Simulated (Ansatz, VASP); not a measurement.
## Hf in VASP and in Ansatz

The input INCAR:

```
SYSTEM = Hf
PREC = Accurate
ENCUT = 520
EDIFF = 1E-7
ISMEAR = -1
SIGMA = 0.05
LREAL = .FALSE.
LASPH = .TRUE.
NELM = 100
ALGO = Normal
ISIF = 2
LWAVE = .FALSE.
LCHARG = .FALSE.
GGA = PE
NBANDS = 17
```

Contents of KPOINTS:

```
Automatic mesh
0
G
  14 14 14
  0 0 0
```

POSCAR

```
Hf
1.0
   -2.3975706737      2.3975706737      1.3180332301
    2.3975706737     -2.3975706737      1.3180332301
    2.3975706737      2.3975706737     -1.3180332301
Hf
2
Direct
   -0.3750000000     -0.1250000000     -0.2500000000
    0.3750000000      0.1250000000      0.2500000000
```

Input for Ansatz:

```yaml
crystal:
  lattice:
    - [-2.3975706737, 2.3975706737, 1.3180332301]
    - [2.3975706737, -2.3975706737, 1.3180332301]
    - [2.3975706737, 2.3975706737, -1.3180332301]
  atoms:
    - { symbol: Hf, position: [-0.375, -0.125, -0.25] }
    - { symbol: Hf, position: [0.375, 0.125, 0.25] }
kpoints:
  mp_grid: { grid: [14, 14, 14] }
scf:
  occupations: { method: fermi_dirac, width: 0.05 }
hamiltonian:
  xc: pbe
  pseudopotentials: { kind: all_electron, lapw: { basis_error: 0.001 } }
output:
  forces: true
  stress: true
  eigenvalues: true
  populations: true
```

Change from the starting cell: volume scaled by 0.65, LAPW.

Alike in both runs: task single point; functional PBE; k mesh 14 × 14 × 14; occupations fermi-dirac, width 0.05 eV; no spin polarisation.

|  | VASP | Ansatz |
| --- | --- | --- |
| version | VASP 6.6.1 | Ansatz 0.2.0 |
| potentials or method | VASP PAW PBE potentials, release 64 (Hf_pv) | all-electron LAPW, scalar-relativistic |
| plane-wave cutoff (eV) | 520 | see its input |

Ansatz gave:

```
pressure (GPa)                                  : 81.8
largest component of the traceless stress (GPa) : 0.02
```

**Question.** Estimate VASP's values.

**Answer.** Pressure (GPa): 80.1; largest component of the traceless stress (GPa): 0.42.

Ansatz ran all-electron here, so the differences hold the error of VASP's frozen core and of both bases.

Caveats: the cell as given lies far from equilibrium; so large a pressure means that the cell lies far from this level's equilibrium, or that cutoff or potentials fall short (VASP). Spin-orbit coupling is left out, which matters for the levels of Hf.
